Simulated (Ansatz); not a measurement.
**LAPW volumes and bulk moduli in simple lattices**

All-electron LAPW (Ansatz 0.2.0), scalar-relativistic, no spin, Fermi–Dirac smearing 0.136 eV, k-meshes of 8 to 18 points an axis; Birch–Murnaghan fits to pressures. Some or most of these lattices are hypothetical for the element, and V0 is the minimum nearest the starting volume; lattices without a usable fit are left out; mesh and smearing are coarse, and magnetic elements are treated as non-magnetic.

```
element  lattice  functional  V0 (Å³/atom)  B0 (GPa)   B′  k-points per axis
     Li      bcc         LDA         19.06      15.0  3.4                 14
     Li      bcc         PBE         20.29      13.8  3.3                 13
     Li      bcc      PBEsol         20.26      13.6  3.3                 13
     Li  diamond         LDA         23.57       5.8  3.0                  8
     Li  diamond         PBE         26.09       5.4  2.9                  8
     Li      fcc         LDA         19.01      14.9  3.4                 13
     Li      fcc      PBEsol         20.25      13.5  3.3                 13
     Li       sc         LDA         19.06      13.2  3.3                 12
     Li       sc         PBE         20.48      12.1  3.3                 12
     Li       sc      PBEsol         20.43      11.9  3.3                 12
```

Question: Give V0 and B0 for diamond Li in PBEsol.

Answer: 25.86 Å³/atom and 5.4 GPa.

Question: Give V0 and B0 for fcc Li in PBE.

Answer: 20.28 Å³/atom and 13.7 GPa.
